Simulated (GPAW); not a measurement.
Runs of GPAW 26.7.0 on La2O3. It takes space group P-3m1 (No. 164, trigonal). The conventional cell has a = 3.931 Å, b = 3.931 Å, c = 6.112 Å, α = 90.00°, β = 90.00°, γ = 120.00°. La (site symmetry 3m) has 4 O at 2.36 to 2.44 Å as nearest neighbours. Around O (site symmetry -3m) lie 6 La at 2.72 Å. O (site symmetry 3m) is surrounded by 4 La at 2.36 to 2.44 Å. The cell is a database's computed one.

```csv
task,level,potentials or basis,k mesh,cutoff (eV),smearing,band path,band points,mesh quality,gap on the mesh (eV),pressure (GPa),V0 of scaled cells (Å³/atom),B0 (GPa),largest force (eV/Å)
single point,PBE,"GPAW PAW data sets (gpaw-data 1.2.1), pw",8 × 8 × 5,800,fermi-dirac 0.05 eV,-,-,not flagged,3.89,2.2,-,-,0.04
electron localisation function,PBE,"GPAW PAW data sets (gpaw-data 1.2.1), pw",5 × 5 × 3,680,fermi-dirac 0.2 eV,-,-,coarse,(a),(c),-,-,0.04
band structure,PBE,"GPAW PAW data sets (gpaw-data 1.2.1), pw",5 × 5 × 3,800,fermi-dirac 0.05 eV,"GMKGALHA,LM,KH",80,not flagged,4.03,2.2,-,-,0.04
band structure,LDA,"the program's PAW data sets (release 1.2.1) made for this functional, pw",5 × 5 × 3,800,fermi-dirac 0.05 eV,"GMKGALHA,LM,KH",80,not flagged,3.93,-6.0,-,-,0.14
single point,TB-mBJ,"GPAW PAW data sets for LDA (gpaw-data 1.2.1), pw",6 × 6 × 4,800,fermi-dirac 0.05 eV,-,-,not flagged,4.40,-,-,-,-
equation of state,LDA,"the program's PAW data sets (release 1.2.1) made for this functional, pw",5 × 5 × 3,800,fermi-dirac 0.05 eV,-,-,coarse,-,-,15.68,152,-
band structure,r2SCAN,"GPAW PAW data sets (gpaw-data 1.2.1), pw",5 × 5 × 3,800,fermi-dirac 0.05 eV,"GMKGALHA,LM,KH",80,not flagged,4.44,1.0,-,-,(b)
equation of state,PBE,"GPAW PAW data sets (gpaw-data 1.2.1), pw",5 × 5 × 3,800,fermi-dirac 0.05 eV,-,-,coarse,-,-,16.64,129,-
```

Alike in all rows: no spin polarisation; cell as given.

Problem. Estimate the missing entries.

Solution. (a) 4.04; (b) 0.07; (c) 1.3.

Caveats: some runs use coarse meshes; one-centre terms of the f shell are cut off; spin-orbit coupling is left out, which moves the levels of the heavy elements (some runs); the mesh misses the band edges, which the band path finds closer together (some runs); an odd mesh through Γ misses points on the zone boundary, where band edges often lie (some runs); the PAW data sets were made with another functional, which shifts forces and pressure a little (some runs); the cell was scaled at fixed shape and fractional positions, which overstates the stiffness of a crystal with free parameters, most of all of layers and chains (some runs); the cutoff is short for stress and forces, so pressures can be off by a GPa or more (some runs).

A k mesh can miss the band edges, and the runs leave out spin-orbit coupling on La.

Not every run made on this cell is shown here.
